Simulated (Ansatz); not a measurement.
The system is TiB2.

```
Ti B
1.0
     3.02920    0.00000    0.00000
    -1.51460    2.62336    0.00000
     0.00000    0.00000    3.22840
Ti B
1 2
Direct
  0.00000 0.00000 0.00000
  0.66667 0.33333 0.50000
  0.33333 0.66667 0.50000
```

- Program: Ansatz 0.2.0
- Task: relaxation of cell and atoms
- Functional: PBEsol
- Potentials or basis: Ansatz PAW
- Cutoff: 420 eV (not typed: the program's choice for these potentials)
- k mesh: 10 × 10 × 8
- Occupations: fermi-dirac, width 0.05 eV
- Spin: no spin polarisation

At the start: volume 8.55 Å³/atom.

Task: Where does the relaxation end?

Result: It ends after 5 steps and the volume is 8.38 Å³/atom (-2.0 %); space group P6/mmm (No. 191, to 0.05 Å).

Step by step:
| step | energy change (eV) | largest force (eV/Å) | volume (Å³) |
| --- | --- | --- | --- |
| 1 | 0.0000 | 0.0000 | 25.66 |
| 2 | -0.0095 | 0.0000 | 25.22 |
| 3 | -0.0100 | 0.0000 | 25.12 |
| 4 | -0.0100 | 0.0000 | 25.13 |
| 5 | -0.0094 | 0.0000 | 25.13 |

Final structure:
```xyz
3
Lattice="3.0165 0.0000 0.0000 -1.5083 2.6124 0.0000 0.0000 0.0000 3.1891" Properties=species:S:1:pos:R:3 pbc="T T T"
Ti    0.0000    0.0000    0.0000
B     1.5083    0.8708    1.5945
B     0.0000    1.7416    1.5945
```

Caveat: the plane-wave basis is chosen anew once the cell has moved, so the energies of steps on either side of that aren't comparable; the PAW data sets come from PBE, with cores solved anew for the run's functional, which leaves a small shift of forces and pressure.
